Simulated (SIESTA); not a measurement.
Wanted: the native input for a SIESTA 5.4.2 run.

```yaml
Task: single point
Functional: PBEsol
Potentials_or_basis: PseudoDojo 0.4 standard (PBEsol files)
Basis: DZP (energy shift 0.003 Ry; two zetas on semicore shells)
Grid_cutoff: 800 Ry
Energy_shift: 0.003 Ry
k_mesh: 11 × 11 × 6
Occupations: fermi-dirac, width 0.05 eV
Spin: no spin polarisation
```

Crystal: Pt.

```
CELL_PARAMETERS angstrom
2.76067 0.00000 0.00000
-1.38033 2.39081 0.00000
0.00000 0.00000 4.79213
ATOMIC_POSITIONS crystal
Pt 0.33333 0.66667 0.25000
Pt 0.66667 0.33333 0.75000
```

This isn't the form of Pt at room conditions, which is fcc.

These files were run (other wordings do the same):

Pt.fdf

```
SystemName                      Pt
SystemLabel                     Pt
NumberOfSpecies                 1
NumberOfAtoms                   2
%block ChemicalSpeciesLabel
  1  78 Pt
%endblock ChemicalSpeciesLabel

LatticeConstant                 1.0 Ang
%block LatticeVectors
     2.7606656158     0.0000000000     0.0000000000
    -1.3803328079     2.3908065546     0.0000000000
     0.0000000000     0.0000000000     4.7921340000
%endblock LatticeVectors
AtomicCoordinatesFormat         Fractional
%block AtomicCoordinatesAndAtomicSpecies
     0.3333333333     0.6666666667     0.2500000000  1  Pt
     0.6666666667     0.3333333333     0.7500000000  1  Pt
%endblock AtomicCoordinatesAndAtomicSpecies

%block kgrid.MonkhorstPack
   11   0   0  0.0
    0  11   0  0.0
    0   0   6  0.0
%endblock kgrid.MonkhorstPack
XC.Functional                   GGA
XC.Authors                      PBEsol
PAO.BasisSize                   DZP
PAO.EnergyShift                 0.003 Ry
Mesh.Cutoff                     800 Ry
OccupationFunction              FD
ElectronicTemperature           0.05 eV
MaxSCFIterations                120
SCF.MustConverge                false
SCF.Mixer.Method                Pulay
SCF.Mixer.Weight                0.25
SCF.Mixer.History               8
SCF.DM.Tolerance                5.0e-05
SCF.H.Tolerance                 1.0e-03 eV
WriteForces                     true
Charge.Mulliken                 end
Charge.Hirshfeld                end
Charge.Voronoi                  end
SaveRho                         true
SaveElectrostaticPotential      true
%block PAO.Basis
  Pt 5
  n=5 0 2
    2.732 0.000
  n=6 0 2
    7.268 0.000
  n=5 1 2
    3.260 0.000
  n=6 1 1
    7.268
  n=5 2 2
    5.669 0.000
%endblock PAO.Basis
```

Potentials or basis: PseudoDojo 0.4 standard (PBEsol files), DZP (energy shift 0.003 Ry; two zetas on semicore shells).

Launch:

```sh
$ siesta Pt.fdf > Pt.out 2>&1
```

Results of the run:

```json
{"Pressure": "-8.7 GPa", "Band gap on the k mesh": "none (metal or under the smearing width)"}
```

Caveat: short orbitals over semicore shells can move pressures by several GPa; the basis of atomic orbitals isn't converged, which shifts pressures, moduli and gaps.

Run time: 52 s on 1 thread of Arm Neoverse V2, on a shared host, peak memory 0.29 GiB.
